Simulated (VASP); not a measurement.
Si in VASP 6.6.1, single-point calculation

INCAR

```
ALGO = Normal
NSW = 0
LWAVE = .FALSE.
EDIFF = 1E-7
IBRION = -1
LREAL = .FALSE.
SIGMA = 0.01
NELM = 97
LCHARG = .FALSE.
LASPH = .TRUE.
ISIF = 2
PREC = Accurate
NBANDS = 11
ISMEAR = 0
ENCUT = 520
METAGGA = R2SCAN
```

KPOINTS

```
KPOINTS created by Atomic Simulation Environment
0
Monkhorst-Pack
8 8 8
0 0 0
```

POSCAR

```
Si
 1.0000000000000000
     0.0000000000000000    2.6404553287999999    2.6404553287999999
     2.6404553287999999    0.0000000000000000    2.6404553287999999
     2.6404553287999999    2.6404553287999999    0.0000000000000000
 Si
   2
Cartesian
  0.0000000000000000  0.0000000000000000  0.0000000000000000
  1.3202276643999999  1.3202276643999999  1.3202276643999999
```

The recommended PBE PAW datasets give the neutral cell 8 valence electrons.

Command

```
mpirun -np 1 vasp_std
```

OSZICAR

```
N       E                     dE             d eps       ncg     rms          rms(c)
DAV:   1    -0.763501491675E+00   -0.76350E+00   -0.34011E+03  1328   0.587E+02
DAV:   2    -0.180430843970E+02   -0.17280E+02   -0.16565E+02  1764   0.874E+01
DAV:   3    -0.186111738659E+02   -0.56809E+00   -0.56645E+00  1713   0.129E+01
DAV:   4    -0.186150036447E+02   -0.38298E-02   -0.38293E-02  1531   0.135E+00
DAV:   5    -0.186150366998E+02   -0.33055E-04   -0.33055E-04  1666   0.119E-01    0.666E+00
DAV:   6    -0.174591483154E+02    0.11559E+01   -0.15691E-01  1513   0.231E+00    0.465E+00
DAV:   7    -0.174483709584E+02    0.10777E-01   -0.18056E-01  1404   0.208E+00    0.353E-01
DAV:   8    -0.174470777710E+02    0.12932E-02   -0.64948E-03  1523   0.456E-01    0.445E-01
DAV:   9    -0.174472622914E+02   -0.18452E-03   -0.28186E-04  1552   0.139E-01    0.118E-02
DAV:  10    -0.174472682617E+02   -0.59703E-05   -0.31362E-06  1598   0.122E-02    0.512E-03
DAV:  11    -0.174472749582E+02   -0.66965E-05   -0.12915E-06  1577   0.789E-03    0.998E-04
DAV:  12    -0.174472736554E+02    0.13028E-05   -0.34117E-08  1021   0.119E-03    0.106E-03
DAV:  13    -0.174472737041E+02   -0.48707E-07   -0.47312E-09   792   0.456E-04
   1 F= -.17447274E+02 E0= -.17447274E+02  d E =-.281349E-71
```

From OUTCAR

```
k-points           NKPTS =     60   k-points in BZ     NKDIM =     60   number of bands    NBANDS=     11

   NELECT =       8.0000    total number of electrons

   dimension x,y,z NGX =    28 NGY =   28 NGZ =   28
   dimension x,y,z NGXF=    56 NGYF=   56 NGZF=   56

  energy-cutoff  :      520.00
  volume of cell :       36.82
      direct lattice vectors                 reciprocal lattice vectors
     0.000000000  2.640455329  2.640455329    -0.189361280  0.189361280  0.189361280
     2.640455329  0.000000000  2.640455329     0.189361280 -0.189361280  0.189361280
     2.640455329  2.640455329  0.000000000     0.189361280  0.189361280 -0.189361280

 k-points in reciprocal lattice and weights: KPOINTS created by Atomic Simulation Env
   0.06250000  0.06250000  0.06250000       0.004
   0.18750000  0.06250000  0.06250000       0.012
   0.31250000  0.06250000  0.06250000       0.012
   0.43750000  0.06250000  0.06250000       0.012
  -0.43750000  0.06250000  0.06250000       0.012
  -0.31250000  0.06250000  0.06250000       0.012
  -0.18750000  0.06250000  0.06250000       0.012
  -0.06250000  0.06250000  0.06250000       0.012
   ...

 E-fermi :   6.6534

 k-point     1 :       0.0625    0.0625    0.0625
  band No.  band energies     occupation
      1      -6.4629      2.00000
      2       6.0833      2.00000
      3       6.5291      2.00000
      4       6.5291      2.00000
      5       9.5621      0.00000
      6       9.5621      0.00000
      7       9.5709      0.00000
      8      11.9839      0.00000
      9      14.6113      0.00000
     10      14.6113      0.00000
     11      15.9741      0.00000

 k-point     2 :       0.1875    0.0625    0.0625
  band No.  band energies     occupation
      1      -6.1565      2.00000
      2       4.4810      2.00000
      3       5.5995      2.00000
      4       6.4037      2.00000
      5       9.8367      0.00000
      6       9.8553      0.00000
      7      10.2684      0.00000
      8      13.1276      0.00000
      9      13.7106      0.00000
     10      14.7372      0.00000
     11      16.9760      0.00000

 k-point     3 :       0.3125    0.0625    0.0625
  band No.  band energies     occupation
      1      -5.4138      2.00000
      2       1.9809      2.00000
      3       5.0669      2.00000
      4       5.8756      2.00000
      5       9.5402      0.00000
      6      10.3424      0.00000
      7      10.6816      0.00000
      8      13.8272      0.00000
      9      14.1589      0.00000
     10      16.2227      0.00000
     11      16.9801      0.00000

 k-point     4 :       0.4375    0.0625    0.0625
  band No.  band energies     occupation
      1      -4.3614      2.00000
      2      -0.1754      2.00000
      3       4.8389      2.00000
      4       5.4097      2.00000
      5       9.2413      0.00000
      6      10.3245      0.00000
      7      10.3527      0.00000
      8      15.3274      0.00000
      9      15.6056      0.00000
     10      16.7056      0.00000
     11      18.9124      0.00000

 k-point     5 :      -0.4375    0.0625    0.0625
  band No.  band energies     occupation
      1      -3.8186      2.00000
      2      -1.0015      2.00000
      3       4.9089      2.00000
      4       5.1547      2.00000
      5       9.1497      0.00000
      6      10.1062      0.00000
      7      10.3961      0.00000
      8      15.3279      0.00000
      9      16.9152      0.00000
     10      18.0074      0.00000
     11      19.3422      0.00000

 ...

  Total        2.3973183      2.3973183      2.3973183      0.0000000      0.0000000     -0.0000000
  in kB      104.3205352    104.3205352    104.3205352      0.0000000      0.0000000     -0.0000000
  external PRESSURE =     104.3205352 kB  Pullay stress =       0.0000000 kB

 POSITION                                       TOTAL-FORCE (eV/Angst)
 -----------------------------------------------------------------------------------
      0.00000      0.00000      0.00000         0.000000     -0.000000     -0.000000
      1.32023      1.32023      1.32023        -0.000000      0.000000      0.000000
 -----------------------------------------------------------------------------------
    total drift:                                0.000000      0.000000      0.000000

  FREE ENERGIE OF THE ION-ELECTRON SYSTEM (eV)
  ---------------------------------------------------
  free  energy   TOTEN  =       -17.4472737041 eV

  energy  without entropy=      -17.4472737041  energy(sigma->0) =      -17.44727370
```

It converged. Results: gap between bands v and c on the k mesh 0.87 eV; least direct gap on the k mesh 3.01 eV; pressure 10.4 GPa. Band v is the last that the valence electrons fill when counted band by band, and c is the next.

The shifted mesh misses Γ, so a band edge there is missed.

For comparison, a separate r²SCAN run of the intended cell, on usual settings and not on those above, gives a gap of 0.67 eV on its mesh and a pressure of 10.5 GPa.

The run above took about 67 s on one core of a shared host (Intel Xeon Platinum 8488C) and held 0.16 GiB at most.
